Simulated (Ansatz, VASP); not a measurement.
# TiO2 (TiO2 (010) slab) in two plane-wave programs

One calculation is typed for both programs; each brings its own data sets. How far apart do they land? The cell is taken from a series of runs on this material, whose earlier steps may have relaxed, scaled, displaced or heated it; both programs get it as it stands.

Main program and level: Ansatz 0.2.0; plane waves, with VASP 6.6.1 beside it; single point at PBEsol.

## 1. The structure

The cell holds 24 atoms: 8 Ti and 16 O. Cell: a = 4.545 Å, b = 5.520 Å, c = 22.000 Å, α = 90.0°, β = 90.0°, γ = 90.0°. Vacuum lies along c.

## 2. Ansatz: single point, PBEsol, pair 1

Ansatz runs on its PAW soft_1 files.

With cell and atoms fixed, the geometry can't cause a difference; cores, projectors, grids and the points listed under the comparison can.

Input file input.yaml:

```yaml
crystal:
  lattice:
    - [4.54535, 0.0, 0.0]
    - [0.0, 5.519619, 0.0]
    - [0.0, 0.0, 22.0]
  atoms:
    - { symbol: Ti, position: [0.442600843, 0.6686532172, 0.3360205984] }
    - { symbol: Ti, position: [0.9624732655, 0.837332133, 0.4422150249] }
    - { symbol: Ti, position: [0.5371628237, 0.3373277498, 0.4422146186] }
    - { symbol: Ti, position: [1.0570310193, 0.168648645, 0.3360181322] }
    - { symbol: Ti, position: [0.462482056, 0.6635050148, 0.5573369719] }
    - { symbol: Ti, position: [0.9426343428, 0.8321506841, 0.6635309274] }
    - { symbol: Ti, position: [0.5570472372, 0.3321467213, 0.6635314492] }
    - { symbol: Ti, position: [1.0371687243, 0.1635017454, 0.5573359702] }
    - { symbol: O, position: [0.7231710515, 0.6200456805, 0.48151293] }
    - { symbol: O, position: [0.2569189468, 0.9134359631, 0.2980460952] }
    - { symbol: O, position: [0.7791738887, 0.8793929419, 0.3676091783] }
    - { symbol: O, position: [0.2666165303, 0.6326470695, 0.408903651] }
    - { symbol: O, position: [0.7204627188, 0.3794058894, 0.3676121472] }
    - { symbol: O, position: [0.2330151868, 0.1326475442, 0.4089022487] }
    - { symbol: O, position: [0.7764685777, 0.1200421213, 0.4815133338] }
    - { symbol: O, position: [0.2427111128, 0.4134373257, 0.2980477902] }
    - { symbol: O, position: [0.7569339876, 0.5873829306, 0.7015027191] }
    - { symbol: O, position: [0.2231719916, 0.8807779928, 0.5180388669] }
    - { symbol: O, position: [0.7666223674, 0.8681746962, 0.5906513583] }
    - { symbol: O, position: [0.2791754489, 0.6214123034, 0.63194286] }
    - { symbol: O, position: [0.7330431413, 0.3681796896, 0.5906504635] }
    - { symbol: O, position: [0.2205056228, 0.1214138264, 0.6319370355] }
    - { symbol: O, position: [0.7427600066, 0.0873853149, 0.7015031227] }
    - { symbol: O, position: [0.2764852676, 0.380779844, 0.5180419261] }
basis:
  ecutwfc: 420
  xc_grid: 2
hamiltonian:
  xc: pbesol
  pseudopotentials: { kind: paw, azcp: { folder: soft_1 }, xc_functional: pbe }
kpoints:
  mp_grid: { grid: [7, 6, 1] }
scf:
  occupations: { method: fermi_dirac, width: 0.01 }
  max_iter: 80
output:
  forces: true
  eigenvalues: true
```

Started as:

```console
> ansatz run input.yaml --threads 32 --pin off --max-ram 84787MiB --backend cuda --events-out ev --progress --plain --runs-dir out --max-vram 78GiB
```

What it wrote:

```text
Engine: ansatz 0.2.0, aarch64-unknown-linux-gnu
[...]
Pseudopotential: Ti, paw, valence charge 12, recommended cutoff 420 eV (normal), soft_1/Ti.paw.azcp
Pseudopotential: O, paw, valence charge 6, recommended cutoff 420 eV (normal), soft_1/O.paw.azcp
Functional definition: PBEsol
[...]
Crystal: 24 atoms, lattice volume = 551.949 Å³
Basis set: ecut = 420 eV, 10777 PW (Γ), exchange–correlation on 64×80×300 points (8 copies of the dense FFT grid, shifted against one another)
Bands: 120, of which v1, the nominal top of the filled ones, is band 96 counted from 1 (95 counted from 0)
[...]
Space group: P1 (ITA 1), of the structure as read, at distance tolerance 8.2e-5 Å
k-points: 22 of 42 (time reversal used)
[...]
SCF iter   2: F=—  HF=-28811.086527 eV  |F-HF|=—  |Δ(HF+E_count)|=    1.93e1  Δρ=1.62e-1  dr2=1.44e2  ethr=3.10e-3  ⟨swp⟩=4.4  Hψ=7112  notcnv=0  defer=357
[...]
automatic band count: iteration 4 solves 112 bands in place of 120: the levels show a gap, and the empty bands left out lie too high to hold charge; the band table lists the bands solved (type scf.n_e [...]
[...]
automatic band count: iteration 5 solves 111 bands in place of 112: the levels show a gap, and the empty bands left out lie too high to hold charge; the band table lists the bands solved (type scf.n_e [...]
[...]
SCF iter  10: F=—  HF=-28795.029220 eV  |F-HF|=—  |Δ(HF+E_count)|=   1.60e-3  Δρ=1.48e-4  dr2=1.33e-4  ethr=1.08e-7  ⟨swp⟩=3.0  Hψ=5062  notcnv=0  defer=159
[...]
SCF iter  12: F=—  HF=-28795.030247 eV  |F-HF|=—  |Δ(HF+E_count)|=   1.03e-3  Δρ=1.18e-5  dr2=6.68e-7  ethr=8.91e-9  ⟨swp⟩=2.0  Hψ=3447  notcnv=0  defer=159
[...]
SCF 1 converged in 14 iterations: F = -28795.030247 eV  dr2 = 5.01e-8
[...]
SCF converged after 14 iterations
[...]
--- Band table (eV; the first three rows and the last of 22) ---
[...]
```

The column dr2 measures how far the density is from self-consistency, as an energy; F and HF (Harris–Foulkes) agree once it is small.

## 3. VASP: single point, PBEsol, pair 1

The same cell, functional, mesh and smearing now go to VASP, with its own data sets.

Lines of VASP's logs that name or quote its potential files are left out, and so is its time.

Input file INCAR:

```
SYSTEM = TiO2
PREC = Accurate
ENCUT = 520
EDIFF = 1E-06
NELM = 120
ISMEAR = -1
SIGMA = 0.01
LREAL = .FALSE.
ALGO = Normal
GGA = PS
NBANDS = 120
LASPH = .TRUE.
LORBIT = 11
LWAVE = .FALSE.
LCHARG = .FALSE.
ISIF = 2
GGA_COMPAT = .FALSE.
EFERMI = MIDGAP
KPAR = 8
```

Input file POSCAR:

```
TiO2
1.0
    4.5453500000      0.0000000000      0.0000000000
    0.0000000000      5.5196190000      0.0000000000
    0.0000000000      0.0000000000     22.0000000000
Ti O
8 16
Direct
    0.4426132724      0.6686530649      0.3360198514
    0.9624799835      0.8373152313      0.4422149383
    0.5371680967      0.3373152313      0.4422149383
    0.0570348078      0.1686530649      0.3360198514
    0.4624799835      0.6634886700      0.5573365876
    0.9426132724      0.8321508365      0.6635316744
    0.5570348078      0.3321508365      0.6635316744
    0.0371680967      0.1634886700      0.5573365876
    0.7231713396      0.6200344419      0.4815121306
    0.2569194939      0.9134282115      0.2980477738
    0.7791692891      0.8793951260      0.3676111204
    0.2666191825      0.6326370076      0.4089017824
    0.7204787911      0.3793951260      0.3676111204
    0.2330288977      0.1326370076      0.4089017824
    0.7764767407      0.1200344419      0.4815121306
    0.2427285864      0.4134282115      0.2980477738
    0.7569194939      0.5873756898      0.7015037520
    0.2231713396      0.8807694594      0.5180393952
    0.7666191825      0.8681668937      0.5906497434
    0.2791692891      0.6214087753      0.6319404054
    0.7330288977      0.3681668937      0.5906497434
    0.2204787911      0.1214087753      0.6319404054
    0.7427285864      0.0873756898      0.7015037520
    0.2764767407      0.3807694594      0.5180393952
```

Input file KPOINTS:

```
Automatic mesh
0
Gamma
7 6 1
0 0 0
```

The projector-augmented-wave data sets are Ti_sv and O (PBE family, release 64).

Started as:

```console
> mpirun -np 8 vasp_std
```

What it wrote:

```text
[banner, memory and clock lines left out]
running    8 mpi-ranks, on    1 nodes
 distrk:  each k-point on    1 cores,    8 groups
 distr:  one band on    1 cores,    1 groups

 POSCAR found type information on POSCAR TiO
 POSCAR found :  2 types and      24 ions
|                                                                             |
|           W    W    AA    RRRRR   N    N  II  N    N   GGGG   !!!           |
|           W    W   A  A   R    R  NN   N  II  NN   N  G    G  !!!           |
|           W    W  A    A  R    R  N N  N  II  N N  N  G       !!!           |
|           W WW W  AAAAAA  RRRRR   N  N N  II  N  N N  G  GGG   !            |
|           WW  WW  A    A  R   R   N   NN  II  N   NN  G    G                |
|           W    W  A    A  R    R  N    N  II  N    N   GGGG   !!!           |
|                                                                             |
|     For optimal performance we recommend to set                             |
|       NCORE = 2 up to number-of-cores-per-socket                            |
|     NCORE specifies how many cores store one orbital (NPAR=cpu/NCORE).      |
|     This setting can greatly improve the performance of VASP for DFT.       |
|     The default, NCORE=1 might be grossly inefficient on modern             |
|     multi-core architectures or massively parallel machines. Do your        |
|     Unfortunately you need to use the default for GW and RPA                |
|     calculations (for HF NCORE is supported but not extensively tested      |
|     yet).                                                                   |
|                                                                             |

|                                                                             |
|               ----> ADVICE to this user running VASP <----                  |
|                                                                             |
|     You have a (more or less) 'large supercell' and for larger cells it     |
|     might be more efficient to use real-space projection operators.         |
|     Therefore, try LREAL= Auto in the INCAR file.                           |
|     Mind: For very accurate calculation, you might also keep the            |
|     reciprocal projection scheme (i.e. LREAL=.FALSE.).                      |
|                                                                             |

|                                                                             |
|               ----> ADVICE to this user running VASP <----                  |
|                                                                             |
|     You enforced a specific xc type in the INCAR file but a different       |
|     [... a line on the potential file left out ...]
|     I HOPE YOU KNOW WHAT YOU ARE DOING!                                     |
|                                                                             |

 LDA part: xc-table for (Slater+PW92), standard interpolation
 POSCAR, INCAR and KPOINTS ok, starting setup
 FFT: planning ... GRIDC
 FFT: planning ... GRID_SOFT
 FFT: planning ... GRID
 WAVECAR not read
 entering main loop
       N       E                     dE             d eps       ncg     rms          rms(c)
DAV:   1     0.285968145922E+04    0.28597E+04   -0.96403E+04  4016   0.163E+03
DAV:   2     0.271563839198E+03   -0.25881E+04   -0.24630E+04  4392   0.508E+02
DAV:   3    -0.234441791487E+03   -0.50601E+03   -0.50016E+03  4624   0.219E+02
DAV:   4    -0.282211752781E+03   -0.47770E+02   -0.47691E+02  5992   0.666E+01
DAV:   5    -0.286130911712E+03   -0.39192E+01   -0.39181E+01  6336   0.167E+01    0.655E+01
DAV:   6    -0.224251380564E+03    0.61880E+02   -0.41052E+02  5368   0.100E+02    0.275E+01
DAV:   7    -0.222985500943E+03    0.12659E+01   -0.93827E+01  5456   0.399E+01    0.181E+01
DAV:   8    -0.221765202542E+03    0.12203E+01   -0.23150E+01  5464   0.240E+01    0.918E+00
DAV:   9    -0.220858501066E+03    0.90670E+00   -0.70066E+00  5312   0.130E+01    0.232E+00
DAV:  10    -0.220893127217E+03   -0.34626E-01   -0.45950E-01  5888   0.356E+00    0.899E-01
DAV:  11    -0.220893662609E+03   -0.53539E-03   -0.79206E-02  5552   0.174E+00    0.394E-01
DAV:  12    -0.220893377491E+03    0.28512E-03   -0.25907E-02  5416   0.647E-01    0.229E-01
DAV:  13    -0.220894140543E+03   -0.76305E-03   -0.60061E-03  5512   0.444E-01    0.182E-01
DAV:  14    -0.220895068750E+03   -0.92821E-03   -0.37914E-03  5152   0.219E-01    0.734E-02
[...]
DAV:  20    -0.220896488360E+03   -0.17028E-03   -0.23203E-05  4032   0.147E-02    0.632E-03
DAV:  21    -0.220896671068E+03   -0.18271E-03   -0.11202E-05  4048   0.980E-03    0.394E-03
DAV:  22    -0.220896817797E+03   -0.14673E-03   -0.69263E-06  3696   0.695E-03    0.195E-03
DAV:  23    -0.220896885655E+03   -0.67858E-04   -0.37324E-06  3672   0.387E-03    0.196E-03
DAV:  24    -0.220896905542E+03   -0.19888E-04   -0.64373E-07  2904   0.274E-03    0.872E-04
DAV:  25    -0.220896919084E+03   -0.13542E-04   -0.12632E-06  3120   0.191E-03    0.716E-04
DAV:  26    -0.220896920931E+03   -0.18474E-05   -0.12935E-07  2544   0.123E-03    0.286E-04
DAV:  27    -0.220896921589E+03   -0.65790E-06   -0.83693E-08  2224   0.724E-04
   1 F= -.22089692E+03 E0= -.22089692E+03  d E =0.000000E+00
```

OUTCAR, selected parts (step 3):

```text
ion  position               nearest neighbor table
   1  0.443  0.669  0.336-  10 1.80  12 1.80  16 1.87  11 2.04  13 2.15
   2  0.962  0.837  0.442-   9 1.84  11 1.86  12 1.93  15 1.97  18 2.06  14 2.17
   3  0.537  0.337  0.442-  15 1.84  13 1.86  14 1.93   9 1.97  24 2.06  12 2.17
   4  0.057  0.169  0.336-  16 1.80  14 1.80  10 1.87  13 2.04  11 2.15
   5  0.462  0.663  0.557-  18 1.84  20 1.86  19 1.93  24 1.97   9 2.06  21 2.17
   6  0.943  0.832  0.664-  17 1.80  19 1.80  23 1.87  20 2.04  22 2.15
   7  0.557  0.332  0.664-  23 1.80  21 1.80  17 1.87  22 2.04  20 2.15
   8  0.037  0.163  0.557-  24 1.84  22 1.86  21 1.93  18 1.97  15 2.06  19 2.17
   9  0.723  0.620  0.482-   2 1.84   3 1.97   5 2.06
  10  0.257  0.913  0.298-   1 1.80   4 1.87
  11  0.779  0.879  0.368-   2 1.86   1 2.04   4 2.15
  12  0.267  0.633  0.409-   1 1.80   2 1.93   3 2.17
  13  0.720  0.379  0.368-   3 1.86   4 2.04   1 2.15
  14  0.233  0.133  0.409-   4 1.80   3 1.93   2 2.17
  15  0.776  0.120  0.482-   3 1.84   2 1.97   8 2.06
  16  0.243  0.413  0.298-   4 1.80   1 1.87
  17  0.757  0.587  0.702-   6 1.80   7 1.87
  18  0.223  0.881  0.518-   5 1.84   8 1.97   2 2.06
  19  0.767  0.868  0.591-   6 1.80   5 1.93   8 2.17
  20  0.279  0.621  0.632-   5 1.86   6 2.04   7 2.15
  21  0.733  0.368  0.591-   7 1.80   8 1.93   5 2.17
  22  0.220  0.121  0.632-   8 1.86   7 2.04   6 2.15
  23  0.743  0.087  0.702-   7 1.80   6 1.87
  24  0.276  0.381  0.518-   8 1.84   5 1.97   3 2.06

  LATTYP: Found a simple orthorhombic cell.
 ALAT       =     4.5453500000
 B/A-ratio  =     1.2143441099
 C/A-ratio  =     4.8401113226

 Subroutine GETGRP returns: Found  4 space group operations
 (whereof  1 operations were pure point group operations)

The static configuration has the point symmetry C_1 .
 The point group associated with its full space group is C_2h.

 Found     16 irreducible k-points:

   k-points           NKPTS =     16   k-points in BZ     NKDIM =     16   number of bands    NBANDS=    120

   dimension x,y,z NGX =    36 NGY =   42 NGZ =  168
   dimension x,y,z NGXF=    72 NGYF=   84 NGZF=  336

   ENCUT  =  520.0 eV  38.22 Ry    6.18 a.u.   8.45 10.26 40.91*2*pi/ulx,y,z

   NELECT =     192.0000    total number of electrons

 k-points in reciprocal lattice and weights: Automatic mesh
   0.00000000  0.00000000  0.00000000       0.024
   0.14285714  0.00000000  0.00000000       0.048
   0.28571429  0.00000000  0.00000000       0.048
   0.42857143  0.00000000  0.00000000       0.048
   0.00000000  0.16666667  0.00000000       0.048
   0.14285714  0.16666667  0.00000000       0.095
   0.28571429  0.16666667  0.00000000       0.095
   0.42857143  0.16666667  0.00000000       0.095
   0.00000000  0.33333333  0.00000000       0.048
[...]
0.28571429  0.50000000  0.00000000       0.048
   0.42857143  0.50000000  0.00000000       0.048

 average (electrostatic) potential at core
       1 -81.8214       2 -82.0943       3 -82.0943       4 -81.8214       5 -82.0943
       6 -81.8214       7 -81.8214       8 -82.0943       9 -75.6787      10 -75.1594
      11 -75.3479      12 -75.7917      13 -75.3479      14 -75.7917      15 -75.6787
      16 -75.1594      17 -75.1594      18 -75.6787      19 -75.7917      20 -75.3479
      21 -75.7917      22 -75.3479      23 -75.1594      24 -75.6787

 E-fermi :  -0.4663

 k-point     1 :       0.0000    0.0000    0.0000
  band No.  band energies     occupation
    ...
     92      -2.1888      2.00000
     93      -2.1730      2.00000
     94      -2.1501      2.00000
     95      -1.8382      2.00000
     96      -1.7508      2.00000
     97       0.8542      0.00000
     98       0.8748      0.00000
     99       0.9508      0.00000
    100       0.9766      0.00000
    101       1.0743      0.00000
    ...

 k-point     2 :       0.1429    0.0000    0.0000
  band No.  band energies     occupation
    ...
     92      -2.3221      2.00000
     93      -2.2033      2.00000
     94      -2.1366      2.00000
     95      -1.8377      2.00000
     96      -1.7866      2.00000
     97       0.8487      0.00000
     98       0.9190      0.00000
     99       0.9362      0.00000
    100       1.0508      0.00000
    101       1.0829      0.00000
    ...

 k-point     3 :       0.2857    0.0000    0.0000
  band No.  band energies     occupation
    ...
     92      -2.3248      2.00000
     93      -2.2147      2.00000
     94      -2.1113      2.00000
     95      -1.8887      2.00000
     96      -1.8814      2.00000
     97       0.8490      0.00000
     98       0.9577      0.00000
     99       1.0581      0.00000
    100       1.0974      0.00000
    101       1.1351      0.00000
    ...

  Total       -0.0020460     -1.7498044      1.3604405      0.0000000     -0.1465808      0.0000000
  in kB       -0.0059390     -5.0792662      3.9490353      0.0000000     -0.4254892      0.0000000
  external PRESSURE =      -0.3787233 kB  Pullay stress =       0.0000000 kB

  energy-cutoff  :      520.00
  volume of cell :      551.95
      direct lattice vectors                 reciprocal lattice vectors
     4.545350000  0.000000000  0.000000000     0.220005060  0.000000000  0.000000000
     0.000000000  5.519619000  0.000000000     0.000000000  0.181171925  0.000000000
     0.000000000  0.000000000 22.000000000     0.000000000  0.000000000  0.045454545

 POSITION                                       TOTAL-FORCE (eV/Angst)
 -----------------------------------------------------------------------------------
      2.01183      3.69071      7.39244         0.110236     -0.056221     -0.052209
      4.37481      4.62166      9.72873         0.058614      0.052949      0.034956
      2.44162      1.86185      9.72873        -0.058614      0.052949      0.034956
      0.25924      0.93090      7.39244        -0.110236     -0.056221     -0.052209
      2.10213      3.66220     12.26140         0.058614     -0.052949     -0.034956
      4.28451      4.59316     14.59770         0.110236      0.056221      0.052209
      2.53192      1.83335     14.59770        -0.110236      0.056221      0.052209
      0.16894      0.90240     12.26140        -0.058614     -0.052949     -0.034956
      3.28707      3.42235     10.59327        -0.008649     -0.036271      0.036976
      1.16779      5.04178      6.55705        -0.002586      0.043443     -0.057134
      3.54160      4.85393      8.08744        -0.054163      0.019812     -0.065662
      1.21188      3.49192      8.99584        -0.035843     -0.030696      0.064116
      3.27483      2.09412      8.08744         0.054163      0.019812     -0.065662
      1.05920      0.73211      8.99584         0.035843     -0.030696      0.064116
      3.52936      0.66254     10.59327         0.008649     -0.036271      0.036976
      1.10329      2.28197      6.55705         0.002586      0.043443     -0.057134
      3.44046      3.24209     15.43308        -0.002586     -0.043443      0.057134
      1.01439      4.86151     11.39687        -0.008649      0.036271     -0.036976
      3.48455      4.79195     12.99429        -0.035843      0.030696     -0.064116
      1.26892      3.42994     13.90269        -0.054163     -0.019812      0.065662
      3.33187      2.03214     12.99429         0.035843      0.030696     -0.064116
      1.00215      0.67013     13.90269         0.054163     -0.019812      0.065662
      3.37596      0.48228     15.43308         0.002586     -0.043443      0.057134
      1.25668      2.10170     11.39687         0.008649      0.036271     -0.036976
 -----------------------------------------------------------------------------------
    total drift:                                0.000006      0.000094     -0.000149

  FREE ENERGIE OF THE ION-ELECTRON SYSTEM (eV)
  ---------------------------------------------------
  free  energy   TOTEN  =      -220.8969215892 eV

  energy  without entropy=     -220.8969215892  energy(sigma->0) =     -220.89692159

 total charge
# of ion       s       p       d       tot
------------------------------------------
    1        2.238   6.280   1.885  10.403
    2        2.232   6.302   1.802  10.336
    3        2.232   6.302   1.802  10.336
    4        2.238   6.280   1.885  10.403
    5        2.232   6.302   1.802  10.336
    6        2.238   6.280   1.885  10.403
    7        2.238   6.280   1.885  10.403
    8        2.232   6.302   1.802  10.336
    9        1.570   3.492   0.000   5.062
   10        1.578   3.442   0.000   5.020
   11        1.566   3.460   0.000   5.026
   12        1.572   3.489   0.000   5.061
   13        1.566   3.460   0.000   5.026
   14        1.572   3.489   0.000   5.061
   15        1.570   3.492   0.000   5.062
   16        1.578   3.442   0.000   5.020
   17        1.578   3.442   0.000   5.020
   18        1.570   3.492   0.000   5.062
   19        1.572   3.489   0.000   5.061
   20        1.566   3.460   0.000   5.026
   21        1.572   3.489   0.000   5.061
   22        1.566   3.460   0.000   5.026
   23        1.578   3.442   0.000   5.020
   24        1.570   3.492   0.000   5.062
--------------------------------------------------
tot         43.025 105.857  14.749 163.632

[... 3 further parts left out ...]
```

This run has no spin polarisation, so a moment on Ti, if there is one, isn't seen. The gap is read on the k-mesh alone, so it is an upper bound where the band edges lie off the mesh. The PAW data sets were made with PBE, which is usual practice but a small mismatch for other functionals.

(Part 1 of 2 ends here.)

[Lines on the potential files, build, host, timing and source positions are cut from VASP's logs without a mark.]

[Logs are printed without paths, hosts, clocks, repeated set-up lines and the standing remarks that a program may print on its own settings, such as how far it seeks lower states.]

[Hosts, paths, dates, database ids (printed as entryN), source tags and the programs' standing remarks are cut or masked in the printed files.]
